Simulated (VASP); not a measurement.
# ZnSe (Stilleite) (F-43m) in VASP: notebook

One crystal, ZnSe (Stilleite), is run at these levels: HSE06, HSE03, PBE0; tasks: band structure.

Program: VASP 6.6.1. These are calculated values, not measurements. Logs are shortened: lines on timing, memory, paths and dates and some standing lists are left out, and cuts for length are marked.

**Measured values to compare with.**

From “Alloy Disordering Effects on the Thermal Conductivity and Energy Gap Temperature Dependence of Cd1−xZnxSe Ternary Crystals Grown by the Bridgman Method”, 2023, pmc:10253836, for a bulk crystal of ZnSe at 300 K: band gap 2.695 ± 0.003 eV (an exciton energy, a little under the gap).

The runs below are set against these values where they give the same quantity.

**1. The structure**

The structure is cubic, space group F-43m (No. 216). The conventional cell has a = 5.668 Å, b = 5.668 Å, c = 5.668 Å, α = 90.00°, β = 90.00°, γ = 90.00°. Around Se (site symmetry -43m) lie 4 Zn at 2.45 Å. Zn (site symmetry -43m) is surrounded by 4 Se at 2.45 Å.

**2. Band structure, HSE06**

POSCAR reads:

```
ZnSe
1.0
    0.0000000000      2.8338000000      2.8338000000
    2.8338000000      0.0000000000      2.8338000000
    2.8338000000      2.8338000000      0.0000000000
Se Zn
1 1
Direct
    0.7500000000      0.7500000000      0.7500000000
    0.0000000000      0.0000000000      0.0000000000
```

INCAR.step1 reads:

```
ALGO = Normal
EDIFF = 1E-5
ENCUT = 520
GGA = PE
ISIF = 2
ISMEAR = 0
KPAR = 4
LASPH = True
LCHARG = False
LREAL = False
LWAVE = True
NELM = 80
PREC = Accurate
SIGMA = 0.02
```

INCAR.step2 reads:

```
ALGO = Normal
EDIFF = 1E-7
ENCUT = 520
GGA = PE
HFSCREEN = 0.2
ISIF = 2
ISMEAR = 0
ISTART = 1
KPAR = 4
LASPH = True
LCHARG = False
LHFCALC = True
LREAL = False
LWAVE = False
NELM = 80
PREC = Accurate
PRECFOCK = Fast
SIGMA = 0.02
```

KPOINTS reads:

```
k-points
0
Gamma
  6 6 6
```

KPOINTS_OPT reads:

```
path GXWKGLUWLK,UX
10
line-mode
reciprocal
 0.0000000000  0.0000000000  0.0000000000  G
 0.5000000000  0.0000000000  0.5000000000  X

 0.5000000000  0.0000000000  0.5000000000  X
 0.5000000000  0.2500000000  0.7500000000  W

 0.5000000000  0.2500000000  0.7500000000  W
 0.3750000000  0.3750000000  0.7500000000  K

 0.3750000000  0.3750000000  0.7500000000  K
 0.0000000000  0.0000000000  0.0000000000  G

 0.0000000000  0.0000000000  0.0000000000  G
 0.5000000000  0.5000000000  0.5000000000  L

 0.5000000000  0.5000000000  0.5000000000  L
 0.6250000000  0.2500000000  0.6250000000  U

 0.6250000000  0.2500000000  0.6250000000  U
 0.5000000000  0.2500000000  0.7500000000  W

 0.5000000000  0.2500000000  0.7500000000  W
 0.5000000000  0.5000000000  0.5000000000  L

 0.5000000000  0.5000000000  0.5000000000  L
 0.3750000000  0.3750000000  0.7500000000  K

 0.6250000000  0.2500000000  0.6250000000  U
 0.5000000000  0.0000000000  0.5000000000  X
```

Potentials or basis: VASP PAW PBE potentials, release 64 (Se, Zn).

On the command line:

```console
> cat potpaw_PBE.64/Se/POTCAR potpaw_PBE.64/Zn/POTCAR > POTCAR
> cp INCAR.step1 INCAR
> mpirun -np 4 vasp_std > vasp.out
> cp INCAR.step2 INCAR
> mpirun -np 4 vasp_std > vasp.out
```

OUTCAR:

```text
EDIFF = 1E-7
   ENCUT = 520
   GGA = PE
   HFSCREEN = 0.2
   ISIF = 2
   ISMEAR = 0
   ISTART = 1
   LASPH = True
   LHFCALC = True
   LREAL = False
   NELM = 80
   PREC = Accurate
   PRECFOCK = Fast

 ion  position               nearest neighbor table
   1  0.750  0.750  0.750-   2 2.45   2 2.45   2 2.45   2 2.45
   2  0.000  0.000  0.000-   1 2.45   1 2.45   1 2.45   1 2.45

  LATTYP: Found a face centered cubic cell.
 ALAT       =     5.6676000000

  Lattice vectors:

 A1 = (   0.0000000000,   2.8338000000,   2.8338000000)
 A2 = (   2.8338000000,   0.0000000000,   2.8338000000)
 A3 = (   2.8338000000,   2.8338000000,   0.0000000000)

Analysis of symmetry for initial positions (statically):
=====================================================================
 Subroutine PRICEL returns:
 Original cell was already a primitive cell.

 Routine SETGRP: Setting up the symmetry group for a
 face centered cubic supercell.

 Subroutine GETGRP returns: Found 24 space group operations
 (whereof 24 operations were pure point group operations)
 out of a pool of 48 trial point group operations.

The static configuration has the point symmetry T_d .

Analysis of symmetry for dynamics (positions and initial velocities):
=====================================================================
 Subroutine PRICEL returns:
 Original cell was already a primitive cell.

 Routine SETGRP: Setting up the symmetry group for a
 face centered cubic supercell.

 Subroutine GETGRP returns: Found 24 space group operations
 (whereof 24 operations were pure point group operations)
 out of a pool of 48 trial point group operations.

The dynamic configuration has the point symmetry T_d .

 Subroutine INISYM returns: Found 24 space group operations
 (whereof 24 operations are pure point group operations),
 and found     1 'primitive' translations

----------------------------------------------------------------------------------------

                                     Primitive cell

  volume of cell :      45.5132

  direct lattice vectors                    reciprocal lattice vectors
     0.000000000  2.833800000  2.833800000    -0.176441527  0.176441527  0.176441527
     2.833800000  0.000000000  2.833800000     0.176441527 -0.176441527  0.176441527
     2.833800000  2.833800000  0.000000000     0.176441527  0.176441527 -0.176441527

  length of vectors
     4.007598393  4.007598393  4.007598393     0.305605690  0.305605690  0.305605690

  position of ions in fractional coordinates (direct lattice)
     0.750000000  0.750000000  0.750000000
     0.000000000  0.000000000  0.000000000

  ion indices of the primitive-cell ions
   primitive index   ion index
                 1           1
                 2           2

----------------------------------------------------------------------------------------

 KPOINTS: k-points

Automatic generation of k-mesh.
 Grid dimensions read from file:
 generate k-points for:    6    6    6

 Generating k-lattice:

  Cartesian coordinates                     Fractional coordinates (reciprocal lattice)
    -0.029406921  0.029406921  0.029406921     0.166666667  0.000000000  0.000000000
     0.029406921 -0.029406921  0.029406921     0.000000000  0.166666667  0.000000000
     0.029406921  0.029406921 -0.029406921     0.000000000  0.000000000  0.166666667

  Length of vectors
     0.050934282  0.050934282  0.050934282

  Shift w.r.t. Gamma in fractional coordinates (k-lattice)
     0.000000000  0.000000000  0.000000000

 Subroutine IBZKPT returns following result:
 ===========================================

 Found     16 irreducible k-points:

 Following reciprocal coordinates:
            Coordinates               Weight
  0.000000  0.000000  0.000000      1.000000
  0.166667  0.000000  0.000000      8.000000
  0.333333  0.000000  0.000000      8.000000
  0.500000  0.000000  0.000000      4.000000
  0.166667  0.166667  0.000000      6.000000
  0.333333  0.166667  0.000000     24.000000
[... 8 lines left out ...]
 -0.333333  0.333333  0.166667     24.000000
 -0.333333  0.500000  0.166667     12.000000
   k-points           NKPTS =     16   k-points in BZ     NKDIM =    216   number of bands    NBANDS=     13
   number of dos      NEDOS =    301   number of ions     NIONS =      2
   total plane-waves  NPLWV =  27000
   dimension x,y,z NGX =    30 NGY =   30 NGZ =   30
   dimension x,y,z NGXF=    60 NGYF=   60 NGZF=   60
   ions per type =               1   1
   NGX,Y,Z   is equivalent  to a cutoff of  12.44, 12.44, 12.44 a.u.
   NGXF,Y,Z  is equivalent  to a cutoff of  24.89, 24.89, 24.89 a.u.
 SYSTEM =  unknown system
   PREC   = accura    normal or accurate (medium, high low for compatibility)
   ISTART =      1    job   : 0-new  1-cont  2-samecut
   ICHARG =      0    charge: 1-file 2-atom 10-const
   ISPIN  =      1    spin polarized calculation?
   LNONCOLLINEAR =      F non collinear calculations
   LSORBIT =      F    spin-orbit coupling
[... 34 lines left out ...]
   NKREDZ  =     1    reduce k-point grid by
   AEXX    =    0.2500 exact exchange contribution
   HFSCREEN=    0.2000 screening length (either q_TF or 0.3 A-1)
   HFSCREENC=   0.2000 screening length for correlation (either q_TF or 0.3 A-1)
   ENCUTFOCK=  -1.0 apply spherical cutoff to Coloumb kernel
   IVDW    =     0    specifies the selected vdW correction
   LEPSILON=     F    determine dielectric tensor
   LRPA    =     F    only Hartree local field effects (RPA)
 non-spin polarized calculation
 Gauss-broadening in eV      SIGMA  =   0.02
  energy-cutoff  :      520.00
  volume of cell :       45.51
 maximum number of plane-waves:      1243
 NGX is ok and might be reduce to    30
  NGX = 18; NGY = 18; NGZ = 18

 number of electron      18.0000012 magnetization

 Free energy of the ion-electron system (eV)
  ---------------------------------------------------
  ext. energy  EPLUGINS =         0.00000000
  ---------------------------------------------------
  free energy    TOTEN  =        -7.44495794 eV

  energy without entropy =       -7.44495794  energy(sigma->0) =       -7.44495794

 E-fermi :   1.0876     XC(G=0):  -7.7235

 val. band max:        0.9509628458   @ k =   0.0000   0.0000   0.0000
 cond. band min:       3.3733699005   @ k =   0.0000   0.0000   0.0000
 fundamental gap:      2.4224070547
 Fermi energy:         1.0875965431

 k-point     1 :       0.0000    0.0000    0.0000
  band No.  band energies     occupation
      1     -13.4318      2.00000
      2      -7.2309      2.00000
      3      -7.2309      2.00000
      4      -7.2309      2.00000
      5      -6.9014      2.00000
      6      -6.9014      2.00000
      7       0.9510      2.00000
      8       0.9510      2.00000
      9       0.9510      2.00000
     10       3.3734      0.00000
     11       7.9157      0.00000
     12       7.9157      0.00000
     13       7.9157      0.00000

 k-point     2 :       0.1667    0.0000    0.0000
  band No.  band energies     occupation
      1     -13.2404      2.00000
      2      -7.2066      2.00000
      3      -7.2066      2.00000
      4      -7.1910      2.00000
      5      -6.9031      2.00000
      6      -6.9031      2.00000
      7      -0.9965      2.00000
      8       0.6870      2.00000
      9       0.6870      2.00000
     10       4.6192      0.00000
     11       7.9726      0.00000
     12       8.3442      0.00000
     13       8.3442      0.00000

 k-point     3 :       0.3333    0.0000    0.0000
  band No.  band energies     occupation
      1     -12.8135      2.00000
      2      -7.1656      2.00000
      3      -7.1656      2.00000
      4      -6.9910      2.00000
      5      -6.8969      2.00000
      6      -6.8969      2.00000
      7      -3.4145      2.00000
      8       0.2349      2.00000
      9       0.2349      2.00000
     10       4.7688      0.00000
     11       8.5937      0.00000
     12       8.5937      0.00000
     13       9.7643      0.00000
[... 177 lines left out ...]
 k-point    15 :      -0.3333    0.3333    0.1667
  band No.  band energies     occupation
      1     -12.3559      2.00000
      2      -7.1097      2.00000
      3      -7.0799      2.00000
      4      -6.9363      2.00000
      5      -6.9012      2.00000
      6      -6.6129      2.00000
      7      -4.0523      2.00000
      8      -2.0745      2.00000
      9      -1.0321      2.00000
     10       6.9236      0.00000
     11       7.5607      0.00000
     12       9.3465      0.00000
     13      11.1097      0.00000

 k-point    16 :      -0.3333    0.5000    0.1667
  band No.  band energies     occupation
      1     -12.2800      2.00000
      2      -7.0978      2.00000
      3      -7.0479      2.00000
      4      -6.9676      2.00000
      5      -6.8867      2.00000
      6      -6.5875      2.00000
      7      -4.0362      2.00000
      8      -1.8783      2.00000
      9      -1.7226      2.00000
     10       6.3779      0.00000
     11       6.9537      0.00000
     12      10.5203      0.00000
     13      10.8060      0.00000

------------------------ aborting loop because EDIFF is reached ----------------------------------------

  FORCE on cell =-STRESS in cart. coord.  units (eV):
  Direction    XX          YY          ZZ          XY          YZ          ZX
  --------------------------------------------------------------------------------------
  -------------------------------------------------------------------------------------
  Total        0.3289716      0.3289716      0.3289716      0.0000000      0.0000000     -0.0000000
  in kB       11.5806095     11.5806095     11.5806095      0.0000000      0.0000000     -0.0000000
  external PRESSURE =      11.5806095 kB  Pullay stress =       0.0000000 kB

 VOLUME and BASIS-vectors are now :
 -----------------------------------------------------------------------------
  energy-cutoff  :      520.00
  volume of cell :       45.51
      direct lattice vectors                 reciprocal lattice vectors
     0.000000000  2.833800000  2.833800000    -0.176441527  0.176441527  0.176441527
     2.833800000  0.000000000  2.833800000     0.176441527 -0.176441527  0.176441527
     2.833800000  2.833800000  0.000000000     0.176441527  0.176441527 -0.176441527

 POSITION                                       TOTAL-FORCE (eV/Angst)
 -----------------------------------------------------------------------------------
      4.25070      4.25070      4.25070         0.000000     -0.000000      0.000000
      0.00000      0.00000      0.00000        -0.000000      0.000000     -0.000000
 -----------------------------------------------------------------------------------
    total drift:                               -0.000035     -0.000029     -0.000020

  FREE ENERGIE OF THE ION-ELECTRON SYSTEM (eV)
  ---------------------------------------------------
  free  energy   TOTEN  =        -7.4449579385 eV

  energy  without entropy=       -7.4449579385  energy(sigma->0) =       -7.44495794
```

Run time: 14 min. Hardware: 4 MPI ranks of Intel Xeon 6975P-C (Granite Rapids), shared host; peak memory 0.35 GiB.

What came out:

```
Free energy             : -7.4450 eV
Pressure                : 1.2 GPa
Band gap on the k mesh  : 2.42 eV, direct
Band gap along the path : 2.42 eV, direct
```

Levels at the corners of the path, in eV from the valence-band top:
```tsv
point	band 7	band 8	band 9	band 10	band 11	band 12
Γ	0.00	0.00	0.00	2.42	6.96	6.96
X	-5.14	-2.31	-2.31	3.87	4.52	12.19
X	-5.14	-2.31	-2.31	3.87	4.52	12.20
W	-4.92	-3.00	-2.78	6.45	6.90	8.23
W	-4.92	-3.00	-2.78	6.45	6.90	8.23
K	-4.99	-3.30	-1.90	4.58	6.78	10.30
K	-4.99	-3.30	-1.90	4.58	6.78	10.30
Γ	0.00	0.00	0.00	2.42	6.96	6.96
Γ	0.00	0.00	0.00	2.42	6.96	6.96
L	-5.54	-0.92	-0.92	3.67	7.51	7.51
L	-5.54	-0.92	-0.92	3.67	7.51	7.51
U	-4.99	-3.30	-1.90	4.58	6.78	10.30
U	-4.99	-3.30	-1.90	4.58	6.78	10.30
W	-4.92	-3.00	-2.78	6.45	6.90	8.23
W	-4.92	-3.00	-2.78	6.45	6.90	8.23
L	-5.54	-0.92	-0.92	3.67	7.51	7.51
L	-5.54	-0.92	-0.92	3.67	7.51	7.51
K	-4.99	-3.30	-1.90	4.58	6.78	10.30
U	-4.99	-3.30	-1.90	4.58	6.78	10.30
X	-5.14	-2.31	-2.31	3.87	4.52	12.19
```

Caveat: the PAW data sets were made with another functional, which shifts forces and pressure a little.

(Part 1 of 2 ends here.)
